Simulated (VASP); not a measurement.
# How k-mesh and PAW data sets change a VASP run on Y, part 2 of 2

How sensitive are energy, pressure and forces of Y to the k-mesh and PAW data sets? The series runs use PBE. The atoms of the start are displaced at random from the sites of a P6_3/mmc cell.

VASP 6.6.1, plane waves and PAW; the level of theory is named at each step.

So far. Step 7 (K-mesh: 8 8 5): Against the run before the energy moves by +13.02 meV an atom and the pressure by -0.03 GPa, after 14 cycles in 27 s.

## 8. K-mesh: 10 10 6

Level of this step: PBE; plane waves and PAW (Y_sv) (VASP).

Input file INCAR:

```
SYSTEM = Y
PREC = Accurate
ENCUT = 400
EDIFF = 1E-06
NELM = 100
ISMEAR = -1
SIGMA = 0.05
LREAL = .FALSE.
ALGO = Normal
GGA = PE
NBANDS = 17
LASPH = .TRUE.
LORBIT = 11
LWAVE = .FALSE.
LCHARG = .FALSE.
KPAR = 2
ISIF = 2
```

Input file POSCAR:

```
Y
1.0
    3.6474000000      0.0000000000      0.0000000000
   -1.8237000000      3.1587410578      0.0000000000
    0.0000000000      0.0000000000      5.7306000000
Y
2
Direct
    0.3367440000      0.6551140000      0.2512290000
    0.6638400000      0.3408000000      0.7556330000
```

Input file KPOINTS:

```
Automatic mesh
0
Gamma
10 10 6
0 0 0
```

PAW data sets: Y_sv (PBE family, release 64).

The run is started by

```
> mpirun -np 2 vasp_std
```

What it wrote:

```text
[... set-up lines as in an earlier step ...]
 entering main loop
       N       E                     dE             d eps       ncg     rms          rms(c)
DAV:   1     0.773620365065E+02    0.77362E+02   -0.10058E+04 10384   0.102E+03
DAV:   2    -0.636098534854E+01   -0.83723E+02   -0.82479E+02 13069   0.237E+02
DAV:   3    -0.131252617675E+02   -0.67643E+01   -0.67149E+01 18561   0.409E+01
DAV:   4    -0.132740463881E+02   -0.14878E+00   -0.14867E+00 12737   0.647E+00
[...]
DAV:  12    -0.128770936029E+02    0.47650E-05   -0.22055E-05 11792   0.417E-02    0.168E-02
DAV:  13    -0.128770952873E+02   -0.16843E-05   -0.37486E-06 12410   0.183E-02    0.184E-03
DAV:  14    -0.128770955161E+02   -0.22887E-06   -0.94507E-08  6838   0.245E-03
   1 F= -.12877096E+02 E0= -.12861938E+02  d E =-.303143E-01
```

Wall time 47 s (2 MPI ranks of Intel Xeon Platinum 8488C (Sapphire Rapids), shared host); peak memory 0.64 GiB; 90 s of CPU time.

Parts of OUTCAR (step 8):

```text
  Total        0.0427604     -0.1134475     -0.3329074     -0.0758055      0.0069968     -0.0078173
  in kB        1.0376600     -2.7530124     -8.0786086     -1.8395587      0.1697907     -0.1897022
  external PRESSURE =      -3.2646537 kB  Pullay stress =       0.0000000 kB

 POSITION                                       TOTAL-FORCE (eV/Angst)
 -----------------------------------------------------------------------------------
      0.03351      2.06934      1.43969        -0.075277      0.072449      0.087358
      1.79977      1.07650      4.33023         0.075277     -0.072449     -0.087358
 -----------------------------------------------------------------------------------
    total drift:                                0.000002     -0.000006      0.000002

  FREE ENERGIE OF THE ION-ELECTRON SYSTEM (eV)
  ---------------------------------------------------
  free  energy   TOTEN  =       -12.8770955161 eV

  energy  without entropy=      -12.8467811983  energy(sigma->0) =      -12.86193836

[... 1 part as in an earlier step ...]

[... 2 further parts left out ...]
[key lines of the parts left out:]
E-fermi :   2.9741
```

Against the run before the energy moves by -7.16 meV an atom and the pressure by -0.08 GPa, after 14 cycles in 47 s.

## 9. K-mesh: 13 13 7

INCAR is that of step 8.

POSCAR is that of step 8.

Input file KPOINTS:

```
Automatic mesh
0
Gamma
13 13 7
0 0 0
```

The run is started by

```
> mpirun -np 2 vasp_std
```

What it wrote:

```text
[... set-up lines as in an earlier step ...]
 entering main loop
       N       E                     dE             d eps       ncg     rms          rms(c)
DAV:   1     0.776985747585E+02    0.77699E+02   -0.10074E+04 20208   0.102E+03
DAV:   2    -0.634561761617E+01   -0.84044E+02   -0.82792E+02 25498   0.237E+02
DAV:   3    -0.131219031983E+02   -0.67763E+01   -0.67278E+01 36318   0.409E+01
DAV:   4    -0.132726336661E+02   -0.15073E+00   -0.15059E+00 24480   0.647E+00
[...]
DAV:  12    -0.128741413354E+02    0.32715E-05   -0.18894E-05 22933   0.388E-02    0.245E-02
DAV:  13    -0.128741427304E+02   -0.13950E-05   -0.46666E-06 23651   0.207E-02    0.100E-03
DAV:  14    -0.128741429280E+02   -0.19756E-06   -0.11197E-07 13811   0.241E-03
   1 F= -.12874143E+02 E0= -.12856623E+02  d E =-.350404E-01
```

Elapsed: 84 s, on 2 MPI ranks; peak memory 0.99 GiB.

OUTCAR, selected parts (step 9):

```text
  Total        0.0461106     -0.1132911     -0.2564868     -0.0719887      0.0074159     -0.0075235
  in kB        1.1189576     -2.7492166     -6.2241215     -1.7469380      0.1799600     -0.1825710
  external PRESSURE =      -2.6181268 kB  Pullay stress =       0.0000000 kB

 POSITION                                       TOTAL-FORCE (eV/Angst)
 -----------------------------------------------------------------------------------
      0.03351      2.06934      1.43969        -0.066606      0.068249      0.086027
      1.79977      1.07650      4.33023         0.066606     -0.068249     -0.086027
 -----------------------------------------------------------------------------------
    total drift:                                0.000002     -0.000006      0.000002

  FREE ENERGIE OF THE ION-ELECTRON SYSTEM (eV)
  ---------------------------------------------------
  free  energy   TOTEN  =       -12.8741429280 eV

  energy  without entropy=      -12.8391025220  energy(sigma->0) =      -12.85662272

[... 1 part as in an earlier step ...]

[... 2 further parts left out ...]
[key lines of the parts left out:]
E-fermi :   2.9760
```

Against the run before the energy moves by +2.66 meV an atom and the pressure by +0.06 GPa, after 14 cycles in 84 s.

## 10. The k-mesh series as a table

This step: convergence of PBE results with the mesh; plane waves and PAW (VASP 6.6.1).

No new run; the numbers come from the runs before.

Differences are taken from the run with 13 13 7. Results of the series, by row:

```tsv
setting	status	energy less the reference (meV/atom)	pressure (GPa)	largest force difference (meV/Å)	SCF cycles	wall time (s)
2 2 1	converged	-597.9	-8.531	126.2	12	4
3 3 2	converged	50.01	-0.9686	22.12	14	6.2
4 4 2	converged	23.18	0.5941	24	14	7.2
5 5 3	converged	21.84	-0.1928	30.7	13	9.4
6 6 4	converged	-8.517	-0.2209	3.027	14	15.4
8 8 5	converged	4.503	-0.2486	2.862	14	27
10 10 6	converged	-2.658	-0.3265	8.671	14	47
13 13 7	converged	0	-0.2618	0	14	84
```

## 11. PAW data sets: minimal 64: Y sv

This step: PBE; plane waves and PAW (Y_sv) (VASP 6.6.1).

Data sets differ in which electrons are valence and how hard the partial waves are.

INCAR is that of step 9.

POSCAR is that of step 9.

Input file KPOINTS:

```
Automatic mesh
0
Gamma
7 7 4
0 0 0
```

The run is started by

```
> mpirun -np 2 vasp_std
```

What it wrote:

```text
[... set-up lines as in an earlier step ...]
 entering main loop
       N       E                     dE             d eps       ncg     rms          rms(c)
DAV:   1     0.770319416248E+02    0.77032E+02   -0.10091E+04  3390   0.102E+03
DAV:   2    -0.624863458441E+01   -0.83281E+02   -0.82013E+02  4198   0.235E+02
DAV:   3    -0.131452620985E+02   -0.68966E+01   -0.68440E+01  6137   0.409E+01
DAV:   4    -0.132839313867E+02   -0.13867E+00   -0.13858E+00  4058   0.642E+00
DAV:   5    -0.132872772268E+02   -0.33458E-02   -0.33453E-02  5034   0.752E-01    0.329E+01
DAV:   6    -0.129517400502E+02    0.33554E+00   -0.43804E-01  3625   0.422E+00    0.205E+01
DAV:   7    -0.128944863976E+02    0.57254E-01   -0.87023E-01  4273   0.550E+00    0.184E+00
DAV:   8    -0.128831097396E+02    0.11377E-01   -0.16569E-01  4231   0.236E+00    0.127E+00
DAV:   9    -0.128823485990E+02    0.76114E-03   -0.29488E-03  5203   0.348E-01    0.281E-01
DAV:  10    -0.128823694878E+02   -0.20889E-04   -0.14213E-03  3751   0.341E-01    0.279E-01
DAV:  11    -0.128823384001E+02    0.31088E-04   -0.73454E-05  4429   0.687E-02    0.424E-02
DAV:  12    -0.128823361300E+02    0.22701E-05   -0.23373E-05  3759   0.427E-02    0.421E-02
DAV:  13    -0.128823364217E+02   -0.29171E-06   -0.60960E-06  3775   0.234E-02
   1 F= -.12882336E+02 E0= -.12867381E+02  d E =-.299111E-01
```

Run time: 17 s. Hardware: 2 MPI ranks; peak memory 0.4 GiB.

OUTCAR, selected parts (step 11):

```text
   k-points           NKPTS =     99   k-points in BZ     NKDIM =     99   number of bands    NBANDS=     17

   NELECT =      22.0000    total number of electrons

 E-fermi :   2.9827

 k-point     1 :       0.0000    0.0000    0.0000
  band No.  band energies     occupation
    ...
      6     -19.4508      2.00000
      7     -19.4435      2.00000
      8     -19.4095      2.00000
      9      -1.7042      2.00000
     10       1.1209      2.00000
     11       3.8389      0.00000
     12       4.6896      0.00000
     13       4.7524      0.00000
     14       4.9713      0.00000
     15       5.2637      0.00000
    ...

  Total        0.0914178     -0.0763368     -0.2726645     -0.0786176      0.0064413     -0.0063954
  in kB        2.2184212     -1.8524515     -6.6167031     -1.9078011      0.1563107     -0.1551969
  external PRESSURE =      -2.0835778 kB  Pullay stress =       0.0000000 kB

 POSITION                                       TOTAL-FORCE (eV/Angst)
 -----------------------------------------------------------------------------------
      0.03351      2.06934      1.43969        -0.079177      0.079390      0.084148
      1.79977      1.07650      4.33023         0.079177     -0.079390     -0.084148
 -----------------------------------------------------------------------------------
    total drift:                                0.000002     -0.000006      0.000002

  FREE ENERGIE OF THE ION-ELECTRON SYSTEM (eV)
  ---------------------------------------------------
  free  energy   TOTEN  =       -12.8823364217 eV

  energy  without entropy=      -12.8524253267  energy(sigma->0) =      -12.86738087

[... 7 parts as in an earlier step ...]

[... 9 further parts left out ...]
```

The k-mesh is coarse for a metal.

This step gave:

```
electronic steps        : 13
irreducible k points    : 99
free energy (TOTEN)     : -12.88 eV
energy at zero smearing : -12.87 eV
Fermi energy            : 2.983 eV
pressure                : -0.2084 GPa
```

The series starts at -6.4337 eV an atom and -0.21 GPa, after 13 cycles in 17 s.

## 12. PAW data sets: recommended 54: Y sv

INCAR is that of step 11.

POSCAR is that of step 11.

KPOINTS is that of step 11.

PAW data sets: Y_sv (PBE family, release 54).

The run is started by

```
> mpirun -np 2 vasp_std
```

What it wrote:

```text
[... set-up lines as in an earlier step ...]
 entering main loop
       N       E                     dE             d eps       ncg     rms          rms(c)
[... 13 cycles as in an earlier step ...]
   1 F= -.12882336E+02 E0= -.12867381E+02  d E =-.299111E-01
```

The job ended after 17 s (2 MPI ranks; peak memory 0.4 GiB; 31 s of CPU time).

Parts of OUTCAR (step 12):

```text
[... 6 parts as in an earlier step ...]

[... 1 further part left out ...]
[key lines of the parts left out:]
E-fermi :   2.9827
```

With 22 valence electrons the pressure is -0.21 GPa, +0.00 GPa from the first of the series, after 13 cycles in 17 s.

## 13. PAW data sets: GW 64: Y sv GW

This step: PBE; plane waves and PAW (Y_sv_GW) (VASP 6.6.1).

INCAR, as its differences from that of step 12:

```diff
@@ -2,3 +2,3 @@
 PREC = Accurate
-ENCUT = 400
+ENCUT = 450
 EDIFF = 1E-06
```

POSCAR is that of step 12.

KPOINTS is that of step 12.

The projector-augmented-wave data sets are Y_sv_GW (PBE family, release 64).

The run is started by

```
> mpirun -np 2 vasp_std
```

What it wrote:

```text
[... set-up lines as in an earlier step ...]
 entering main loop
       N       E                     dE             d eps       ncg     rms          rms(c)
DAV:   1     0.174277642112E+03    0.17428E+03   -0.10710E+04  3366   0.105E+03
DAV:   2    -0.433883641041E+01   -0.17862E+03   -0.17579E+03  5540   0.373E+02
DAV:   3    -0.178208891318E+02   -0.13482E+02   -0.13369E+02  4437   0.823E+01
DAV:   4    -0.180648593077E+02   -0.24397E+00   -0.24271E+00  5039   0.173E+01
[...]
DAV:  12    -0.171611753841E+02    0.28398E-05   -0.72450E-06  4638   0.263E-02    0.159E+00
DAV:  13    -0.171611979496E+02   -0.22565E-04   -0.35077E-05  5350   0.691E-02    0.268E-01
DAV:  14    -0.171611987073E+02   -0.75767E-06   -0.80717E-07  3284   0.858E-03
   1 F= -.17161199E+02 E0= -.17146265E+02  d E =-.298670E-01
```

The job ended after 30 s (2 MPI ranks; peak memory 0.49 GiB; 55 s of CPU time).

From OUTCAR (step 13):

```text
  Total       -0.0127020     -0.1765757     -0.3707412     -0.0797582      0.0080140     -0.0060392
  in kB       -0.3082381     -4.2849318     -8.9967131     -1.9354794      0.1944754     -0.1465519
  external PRESSURE =      -4.5299610 kB  Pullay stress =       0.0000000 kB

 POSITION                                       TOTAL-FORCE (eV/Angst)
 -----------------------------------------------------------------------------------
      0.03351      2.06934      1.43969        -0.071906      0.068873      0.061133
      1.79977      1.07650      4.33023         0.071906     -0.068873     -0.061133
 -----------------------------------------------------------------------------------
    total drift:                                0.000250      0.000337     -0.000332

  FREE ENERGIE OF THE ION-ELECTRON SYSTEM (eV)
  ---------------------------------------------------
  free  energy   TOTEN  =       -17.1611987073 eV

  energy  without entropy=      -17.1313317132  energy(sigma->0) =      -17.14626521

[... 1 part as in an earlier step ...]

[... 2 further parts left out ...]
[key lines of the parts left out:]
E-fermi :   6.0843
```

With 22 valence electrons the pressure is -0.45 GPa, -0.24 GPa from the first of the series, after 14 cycles in 30 s.

## 14. The PAW data sets series as a table

This step: convergence of PBE results with the datasets; plane waves and PAW (VASP 6.6.1).

Derived from the runs above.

Differences are taken from the run with minimal 64: Y_sv. Results of the series, by row:

```tsv
setting	status	pressure (GPa)	largest force difference (meV/Å)	SCF cycles	wall time (s)
minimal 64: Y_sv, 400 eV	converged	-0.2084	0	13	17.4
recommended 54: Y_sv, 400 eV	converged	-0.2084	0	13	17.2
gw 64: Y_sv_GW, 450 eV	converged	-0.453	23.02	14	30
```

## 15. Outcome

```json
{
 "k-mesh from which the energy stays within 10 meV/atom of the reference": "6 6 4",
 "k-mesh from which the energy stays within 1 meV/atom of the reference": "none before the reference itself",
 "k-mesh from which the pressure stays within 0.2 GPa of the reference": "5 5 3",
 "spread of the pressure over the k-mesh": "9.13 GPa",
 "spread of the energy over the k-mesh": "648 meV/atom",
 "spread of the pressure over the PAW data sets": "0.245 GPa"
}
```

In words: No run before the reference (13 13 7) settles within 1 meV an atom of it; the nearest step is off by -2.7 meV an atom, -0.06 GPa, 8.7 meV/Å in forces. The pressure holds within 0.2 GPa from 5 5 3 on. The energy swings above and below the reference, since the sum over k-points is not variational. A metal's Fermi surface slows this convergence. The choice of data set moves the pressure between -0.45 GPa (gw 64: Y_sv_GW) and -0.21 GPa (minimal 64: Y_sv); the cutoffs differ too (400 and 450 eV). Differences are taken from the run with 13 13 7, which is itself not the exact limit. Data sets differ in their zero of energy, so energies are not compared. The runs at 2 2 1; 3 3 2 are over 30 meV an atom or 2 GPa off and describe the material poorly.

[Lines on the potential files, build, host, timing and source positions are cut from VASP's logs without a mark.]

[Logs are printed without paths, hosts, clocks, repeated set-up lines and the standing remarks that a program may print on its own settings, such as how far it seeks lower states.]

[Hosts, paths, dates, database ids (printed as entryN), source tags and the programs' standing remarks are cut or masked in the printed files.]

[A measured line is paired with the nearest computed mode of its activity, which favours agreement.]
